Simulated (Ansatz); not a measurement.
## GaN in Ansatz: the effect of functional

The system is GaN.

```
Ga N
1.0
     3.18998    0.00000    0.00000
    -1.59499    2.76261    0.00000
     0.00000    0.00000   10.28733
Ga N
4 4
Direct
  0.00000 0.00000 0.78587
  0.66667 0.33333 0.03735
  0.33333 0.66667 0.53735
  0.00000 0.00000 0.28587
  0.00000 0.00000 0.09304
  0.66667 0.33333 0.34375
  0.00000 0.00000 0.59304
  0.33333 0.66667 0.84374
```

The cell is a database's computed one.

The cell isn't the ideal one: volume scaled by 0.98.

Alike in all runs:

```yaml
Program: Ansatz 0.2.0
Task: single point
Potentials_or_basis: Ansatz PAW
k_mesh: 10 × 10 × 3
Occupations: fermi-dirac, width 0.05 eV
Spin: no spin polarisation
```

Problem. One run gave: gap on the mesh 0.97 eV; pressure -7.9 GPa; largest force 0.21 eV/Å. Which functional did it use?
A. LDA
B. PBE
C. r2SCAN

Solution. A.

| functional | cutoff | gap on the mesh (eV) | pressure (GPa) | largest force (eV/Å) |
| --- | --- | --- | --- | --- |
| r2SCAN | 500 eV (not typed: the program's choice for these potentials) | 1.37 | -2.9 | 0.34 |
| LDA | 420 eV (not typed: the program's choice for these potentials) | 0.97 | -7.9 | 0.21 |
| PBE | 420 eV (not typed: the program's choice for these potentials) | 0.96 | 3.4 | 0.46 |

Caveats: odd divisions of the mesh miss points on the zone boundary, where band edges often lie, so the gap on the mesh can be too wide; the PAW data sets come from PBE, with cores solved anew for the run's functional, which leaves a small shift of forces and pressure (some runs).

